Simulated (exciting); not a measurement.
Ir:

```xyz
1
Lattice="0.0000 1.9156 1.9156 1.9156 0.0000 1.9156 1.9156 1.9156 0.0000" Properties=species:S:1:pos:R:3 pbc="T T T"
Ir    0.0000    0.0000    0.0000
```

| Item | Value |
| --- | --- |
| Program | exciting (release sodium) |
| Task | single point |
| Functional | PBEsol |
| Potentials or basis | all-electron LAPW+lo, shipped species files, valence relativity iora* |
| rgkmax | 9 |
| k mesh | 12 × 12 × 12 |
| Occupations | fermi-dirac, width 0.05 eV |
| Spin | no spin polarisation |
| gmaxvr (cutoff of density and potential) | 14 1/bohr |
| lmaxapw (and lmaxmat) | 10 |
| lmaxvr | 8 |
| nempty | 12 |
| Valence relativity | iora* |
| epsengy | 1e-05 Ha |
| epspot | 1e-05 Ha |
| maxscl | 60 |
| Muffin-tin radii | Ir 2.3 bohr |

On this cell: band gap on the k mesh none (metal or under the smearing width).

The same run follows on a disturbed copy (cell strained at random at fixed volume):

```
CELL_PARAMETERS angstrom
-0.00903 1.95837 1.93892
1.89839 0.02290 1.90699
1.89968 1.92773 0.02161
ATOMIC_POSITIONS crystal
Ir 0.99766 0.99684 0.98575
```

**Question.** What changes?

**Answer.** The energy (extrapolated to zero smearing) moves by +12.8 meV/atom; band gap on the k mesh none (metal or under the smearing width).

Caveats: the free energy is that total less TS from the occupations.
